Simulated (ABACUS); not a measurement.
## BN: single point with PBEsol

**Experimental background.**

A printed reference work, monograph reports, for a bulk crystal of BN at 300 K: band gap 6.4 eV (indirect).

BN:

```
N B
1.0
     2.56397    0.00000    0.00000
     1.28199    2.22046    0.00000
     1.28199    0.74015    2.09347
N B
1 1
Direct
  0.25000 0.25000 0.25000
  0.00000 0.00000 0.00000
```

The cell is a database's computed one.

```yaml
Program: ABACUS 3.10.1
Task: single point
Functional: PBEsol
Potentials_or_basis: SG15 ONCV 1.2 PBE
Cutoff: 1361 eV
Density_cutoff: 5442 eV
Basis: DZP LCAO (the cutoffs set its grid)
k_mesh: 12 × 12 × 12
Occupations: fermi-dirac, width 0.05 eV
Spin: no spin polarisation
```

```
Pressure               : -3.3 GPa
Band gap on the k mesh : 4.32 eV, indirect (least direct gap 8.67 eV)
Mulliken charges       : N -0.34; B +0.34 e
```

Levels at points of the mesh, in eV from the valence-band top:
```tsv
k point	band 2	band 3	band 4	band 5	band 6	band 7
(0.00, 0.00, 0.00)	0.00	0.00	0.00	8.67	8.67	8.67
(0.50, 0.50, 0.50)	-10.71	-1.96	-1.96	10.04	10.57	10.57
(0.50, 0.50, 0.00)	-8.91	-4.94	-4.94	4.32	9.08	17.73
```

It took 5.3 s on 4 MPI ranks on Intel(R) Xeon(R) Platinum 8375C CPU @ 2.90GHz (Ice Lake), on a shared host, peak memory 0.4 GiB a rank.

Against the measured gap of BN, 6.4 eV (indirect; 300 K; a printed reference work, monograph), the calculated 4.32 eV is off by -2.08 eV. The value is that of PBEsol in an atomic basis (SG15 ONCV 1.2 PBE, DZP LCAO (the cutoffs set its grid)), whose error adds to the functional's, on a finite k mesh, which can miss the band edges, without temperature or zero-point motion. Semilocal functionals fall short of measured gaps as a rule. The cell is a database's relaxed one, not the measured one, which moves gaps too.

Caveat: the atomic orbitals were generated for these runs and aren't a published set; Mulliken charges move with the basis; the potentials were made for another functional, which shifts forces and pressure; the basis of atomic orbitals isn't converged, which shifts pressures, moduli and gaps.
